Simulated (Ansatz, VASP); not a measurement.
**AlCo: VASP beside Ansatz**

```
Co Al
1.0
     0.00000    2.56239    2.56239
     2.56239    0.00000    2.56239
     2.56239    2.56239    0.00000
Co Al
1 1
Direct
  0.00000 0.00000 0.00000
  0.25000 0.25000 0.25000
```

Alike in both runs: functional PBE; k mesh 12 × 12 × 12; occupations fermi-dirac, width 0.1 eV; no spin polarisation.

Ansatz relaxed the structure, and its values are those at the end. VASP's run is a single point on that final structure, the one shown.

|  | VASP | Ansatz |
| --- | --- | --- |
| version | VASP 6.6.1 | Ansatz 0.2.0 |
| potentials or method | VASP PAW PBE potentials, release 64 (Co, Al), cutoff 520 eV | all-electron LAPW, scalar-relativistic |

|  | VASP | Ansatz | Ansatz less VASP |
| --- | --- | --- | --- |
| pressure (GPa) | 10.0 | 10.0 | 0.00 |

Ansatz ran all-electron here, so the differences hold the error of VASP's frozen core and of both bases.

Spin polarisation is off, so any magnetic state and its effect on volume and gap are missing.
